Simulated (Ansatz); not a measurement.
## From the elastic tensor of SiC to moduli and sound speeds

Theory: DFT PBEsol, scalar-relativistic, plane waves, PAW (Ansatz 0.2.0). Plane waves to 420 eV; Γ-centred k mesh 10×10×10; fixed occupations. No spin polarisation.

The structure is cubic, space group F-43m (No. 216). The conventional cell has a = 4.357 Å, b = 4.357 Å, c = 4.357 Å, α = 90.00°, β = 90.00°, γ = 90.00°. Si (site symmetry -43m) has 4 C at 1.89 Å as nearest neighbours. C (site symmetry -43m) has 4 Si at 1.89 Å as nearest neighbours.

Relaxed-ion constants (GPa, on the Cartesian axes of the calculation):
C11 = 389.2, C12 = 137.3, C13 = 137.3, C22 = 389.2, C23 = 137.3, C33 = 389.2, C44 = 242.8, C55 = 242.8, C66 = 242.8 GPa; the others vanish.

Density 3.220 g/cm³; 2 atoms in 20.68 Å³.

The values that follow are for a polycrystal of randomly turned grains, by Hill's mean where one number stands.

With S = C⁻¹: B_V = (C11+C22+C33+2(C12+C13+C23))/9, G_V = (C11+C22+C33−C12−C13−C23+3(C44+C55+C66))/15, 1/B_R = S11+S22+S33+2(S12+S13+S23), 15/G_R = 4(S11+S22+S33−S12−S13−S23)+3(S44+S55+S66); Hill is their mean. Then v_l = √((B+4G/3)/ρ), v_t = √(G/ρ), v_m = [(2/v_t³+1/v_l³)/3]^(−1/3) and Θ = (ħ/k_B)·v_m·(6π²n/V)^(1/3) for n atoms in the volume V; E = 9BG/(3B+G), ν = (3B−2G)/(2(3B+G)) and A^U = 5G_V/G_R + B_V/B_R − 6.

| Property | Result |
| --- | --- |
| Bulk modulus, Voigt / Reuss / Hill | 221.3 / 221.3 / 221.3 GPa |
| Shear modulus, Voigt / Reuss / Hill | 196.1 / 177.1 / 186.6 GPa |
| Young's modulus | 437 GPa |
| Poisson ratio | 0.171 |
| Pugh ratio B/G | 1.19 |
| Universal anisotropy index | 0.54 |
| Longitudinal and transverse sound speeds | 12081 and 7612 m/s |
| Debye temperature from the mean sound speed | 1145 K |

Cost: 1 run of about 0.52 core-minutes, on Arm Neoverse V2 (shared hosts).

The elastic constants describe a stiff, strongly directional covalent network. C44 (242.8 GPa) well exceeds C12 (137.3 GPa), a negative Cauchy pressure that central pair forces alone could not give and that fits the angular rigidity of sp3 bonds. The same rigidity keeps the shear modulus close to the bulk modulus and the Poisson ratio low.

The anisotropy lies entirely in shear, since cubic symmetry makes the Voigt and Reuss bulk moduli identical. A tetragonal shear leaves the bond lengths unchanged to first order and only bends the bond angles, whereas the shear governed by C44 also stretches and compresses bonds, even after the sublattices relax. The crystal is therefore stiffest in tension along the ⟨111⟩ bond directions and most compliant along ⟨100⟩.

Strong bonds between light atoms account for the fast sound and high Debye temperature. The low Pugh ratio is in keeping with the known brittleness of SiC, but fracture toughness and hardness also depend on cleavage energies and dislocation motion, which elastic constants do not determine.
